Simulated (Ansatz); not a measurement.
C: moving C off its site

C, Fd-3m, a = 3.571 Å. Ansatz: PBE, PAW, 420 eV, Γ-centred 6×6×6 mesh on 8 atoms, Gaussian smearing 0.05 eV; no spin polarisation.

```yaml
crystal:
  lattice:
    - [3.57148, 0.00000, 0.00000]
    - [0.00000, -3.57148, 0.00000]
    - [0.00000, 0.00000, -3.57148]
  atoms:
    - { symbol: C, position: [0.50000, 0.00000, 0.00000] }
    - { symbol: C, position: [0.00000, 0.50000, 0.00000] }
    - { symbol: C, position: [0.00000, 0.00000, 0.50000] }
    - { symbol: C, position: [0.50000, 0.50000, 0.50000] }
    - { symbol: C, position: [0.75000, 0.75000, 0.75000] }
    - { symbol: C, position: [0.25000, 0.25000, 0.75000] }
    - { symbol: C, position: [0.25000, 0.75000, 0.25000] }
    - { symbol: C, position: [0.75000, 0.25000, 0.25000] }
```

Atom 1 (C) moves by x along the unit vector (0.000, 0.000, 1.000), with its periodic images; all else is held. y is the free energy of the cell over the start, F the force along the path summed over the moved atoms. Symmetry makes y even in x.

| x (Å) | y (meV) | F (eV/Å) |
| --- | --- | --- |
| -0.1000 | 218.7 | 4.35 |
| -0.0500 | 54.8 | 2.19 |
| 0.0000 | 0.0 | 0.00 |
| 0.0125 | 3.4 | -0.55 |
| 0.0250 | ? | ? |
| 0.0375 | 30.9 | -1.65 |
| 0.0625 | 85.6 | -2.74 |
| 0.0750 | 123.2 | -3.28 |
| 0.0875 | 167.6 | -3.82 |

**Question.** Fit y = c2 x² + c4 x⁴ to the energies of the other rows, give the force constant, and predict energy and force of the missing row.

**Answer.** Least squares on the rows shown. y = 21947 x² − 7623.8 x⁴. The force constant is 2 c2 = 43.9 eV/Å² (for all images moving together, not for a lone atom). The force −dy/dx at the missing row is -1.10 eV/Å (computed -1.10). At x = 0.0250 the fit asked for gives 13.7 meV. The run gave 13.7 meV, the same to the digits shown.